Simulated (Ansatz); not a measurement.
## Moving the share of exact exchange in KBr

It takes space group Fm-3m (No. 225, cubic). Conventional cell: a = 6.600 Å, b = 6.600 Å, c = 6.600 Å, α = 90.00°, β = 90.00°, γ = 90.00°. Around Br (site symmetry m-3m) lie 6 K at 3.30 Å. Around K (site symmetry m-3m) lie 6 Br at 3.30 Å.

Kept alike: task single point; functional HSE(alpha, omega); k mesh 4 × 4 × 4; occupations fermi-dirac, width 0.05 eV; no spin polarisation. Program: Ansatz, PAW datasets made for the crystal, cutoff 220 eV. Screening held at 0.2 1/A. The mesh is that of the run's cell of 2 atoms. No spin-orbit coupling.

| run | band gap (eV) | pressure (GPa) |
| --- | --- | --- |
| A | 6.856 | 0.18 |
| B | 4.670 | 0.67 |
| C | 5.144 | 0.56 |
| D | 6.360 | 0.29 |
| E | 5.869 | 0.40 |
| F | 5.384 | 0.51 |
| G | 4.906 | 0.62 |
| H | 5.626 | 0.46 |

The k mesh is coarse, so the values aren't converged. Pressure is positive in compression, with a Pulay correction for the finite cutoff. Spin-orbit coupling, left out here, moves the band edges of heavy atoms and can close or invert small gaps. A gap read on the mesh alone can miss an edge between its points. The mesh is thin for exact exchange.

The runs differ in the share of exact exchange alone: 0.05; 0.1; 0.15; 0.2; 0.25; 0.3; 0.4; 0.5. Which run is which?

Run A is 0.5; run B is 0.05; run C is 0.15; run D is 0.4; run E is 0.3; run F is 0.2; run G is 0.1; run H is 0.25. The band gap rises from 4.670 to 6.856 eV between 0.05 and 0.5. Exact exchange pulls filled levels down against empty ones, so the gap grows nearly in line with its share. The mean slope is +4.86 eV per unit of share. The pressure falls from 0.67 to 0.18 GPa between 0.05 and 0.5. Exact exchange shortens the bonds here, so the pressure at fixed cell falls.
